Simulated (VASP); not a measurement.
A run of VASP 6.6.1 is set up as follows.

The input INCAR:

```
PREC     = Accurate       # precision mode
ENCUT    = 900            # plane-wave cutoff, eV
EDIFF    = 1E-8           # SCF threshold, eV
ISMEAR   = 1              # smearing method
SIGMA    = 0.1            # smearing width, eV
LREAL    = False          # projectors in reciprocal space
LASPH    = True           # aspherical terms in the spheres
NELM     = 100            # most SCF steps
ALGO     = Normal         # electronic algorithm
ISIF     = 2              # what is computed and relaxed
LWAVE    = False          # write WAVECAR
LCHARG   = False          # write CHGCAR
GGA      = PE             # functional
ADDGRID  = False
```

Contents of KPOINTS:

```
Automatic mesh
0
Gamma
  19 19 19
```

Contents of POSCAR:

```
Ca
1.0
   -2.1296130000      2.1366080000      2.5183870000
    2.0452440000     -2.1127450000      2.4255450000
    2.0940060000      2.0772270000     -2.4978770000
Ca
1
Direct
    0.5036690000      0.4760610000     -0.0172770000
```

Potentials or basis: VASP PAW PBE potentials, release 64 (Ca_pv).

The run is started by

```sh
$ cat potpaw_PBE.64/Ca_pv/POTCAR > POTCAR
$ mpirun -np 1 vasp_std > vasp.out
```

Q: Predict the band gap on the k mesh.

A: None (metal or under the smearing width).

Q: What does it give for the pressure?

A: -0.4 GPa.

Stress tensor (GPa, compression positive):
```
-0.46  0.18  0.46
 0.18 -0.57 -0.12
 0.46 -0.12 -0.18
```
